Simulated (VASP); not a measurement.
B:

```
B
1.0
     2.01833   -1.33396    0.00000
     2.01833    1.33396    0.00000
     0.00000    0.00000    5.44155
B
4
Direct
  0.85000 0.15000 0.11700
  0.65000 0.35000 0.61700
  0.15000 0.85000 0.88300
  0.35000 0.65000 0.38300
```

The cell was built by a generator and needn't be a form met in nature.

* Program: VASP 6.6.1
* Task: relaxation of cell and atoms
* Functional: PBEsol
* Potentials or basis: VASP PAW PBE potentials, release 64 (B)
* Cutoff: 600 eV
* k mesh: 8 × 8 × 4
* Occupations: gaussian, width 0.1 eV
* Spin: no spin polarisation

At the start: pressure 9.9 GPa; volume 7.33 Å³/atom.

How do energy, volume and symmetry change on relaxing?

Over 24 steps the energy falls by 1014.2 meV/atom and the volume is 6.65 Å³/atom (-9.3 %); space group Fmmm (No. 69, to 0.05 Å).

Step by step:
| step | energy change (eV) | largest force (eV/Å) | pressure (GPa) | volume (Å³) |
| --- | --- | --- | --- | --- |
| 1 | 0.0000 | 5.5673 | 9.86 | 29.30 |
| 2 | -0.3831 | 2.4289 | -5.04 | 31.13 |
| 3 | -1.2668 | 1.8749 | -13.96 | 30.15 |
| 4 | -1.2752 | 1.8507 | -13.61 | 30.10 |
| 5 | -1.2780 | 1.8419 | -13.17 | 30.05 |
| 6 | -1.8516 | 1.9228 | 3.74 | 27.96 |
| 7 | -1.9439 | 2.3251 | 16.28 | 26.88 |
| 8 | -2.2590 | 2.1478 | 17.61 | 26.60 |
| 9 | -2.9768 | 2.0106 | 23.08 | 25.71 |
| 10 | -3.2344 | 3.3564 | 37.64 | 23.85 |
| 11 | -3.3773 | 2.3993 | 30.47 | 24.65 |
| 12 | -3.9878 | 0.3457 | 9.20 | 25.77 |
| 13 | -4.0185 | 0.8178 | 2.38 | 26.33 |
| 14 | -4.0275 | 0.5004 | 4.18 | 26.16 |
| 15 | -4.0277 | 0.4466 | 4.51 | 26.13 |
| 16 | -4.0442 | 0.1537 | 1.40 | 26.40 |
| 17 | -4.0461 | 0.1889 | -0.07 | 26.54 |
| 18 | -4.0503 | 0.1371 | -0.54 | 26.61 |
| 19 | -4.0515 | 0.1077 | -0.94 | 26.68 |
| 20 | -4.0531 | 0.0938 | -0.31 | 26.63 |
| 21 | -4.0545 | 0.0747 | 1.00 | 26.52 |
| 22 | -4.0556 | 0.0478 | 0.76 | 26.53 |
| 23 | -4.0563 | 0.0916 | 0.41 | 26.55 |
| 24 | -4.0568 | 0.0198 | 0.00 | 26.58 |

Final structure:
```
CELL_PARAMETERS angstrom
1.67418 -1.46729 0.00000
1.67418 1.46729 0.00000
0.00000 0.00000 5.41095
ATOMIC_POSITIONS crystal
B 0.00077 0.99923 0.15693
B 0.49922 0.50077 0.65693
B 0.99923 0.00077 0.84307
B 0.50077 0.49922 0.34307
```

Caveat: the PAW data sets were made with another functional, which shifts forces and pressure a little.
